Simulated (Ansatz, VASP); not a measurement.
**Cd in VASP and in Ansatz**

```xyz
6
Lattice="13.5000 0.0000 0.0000 0.0000 13.7000 0.0000 0.0000 0.0000 4.7894" Properties=species:S:1:pos:R:3 pbc="T T T"
Cd    5.7639    4.4424    1.1974
Cd    4.1548    7.0784    1.1974
Cd    7.5770    7.3509    1.1974
Cd    5.9230    6.3491    3.5921
Cd    9.3452    6.6216    3.5921
Cd    7.7361    9.2576    3.5921
```

Alike in both runs: functional PBE; k mesh 1 × 1 × 6; occupations gaussian, width 0.05 eV; no spin polarisation.

Ansatz relaxed the structure, and its values are those at the end. VASP's run is a single point on that final structure, the one shown.

|  | VASP | Ansatz |
| --- | --- | --- |
| version | VASP 6.6.1 | Ansatz 0.2.0 |
| potentials or method | VASP PAW PBE potentials, release 64 (Cd) | scalar-relativistic, plane waves, PAW |
| plane-wave cutoff (eV) | 520 | 420 |
| valence electrons in the cell | 72 | 120 |

VASP gave:

```
gap on the k mesh at the Fermi level (eV) : none
rms of the force components (eV/Å)        : 0.009
```

Q: What did Ansatz give for the same quantities?

A: gap on the k mesh at the Fermi level (eV): none; rms of the force components (eV/Å): 0.002.

A gap of «none» marks a metal or a gap that the smearing closes. With one functional, cell and mesh, what is left measures potentials, basis and numerics. The two sets of potentials don't hold the same shells in valence. Ansatz warned: «xc_potential_rough_in_thin_density».
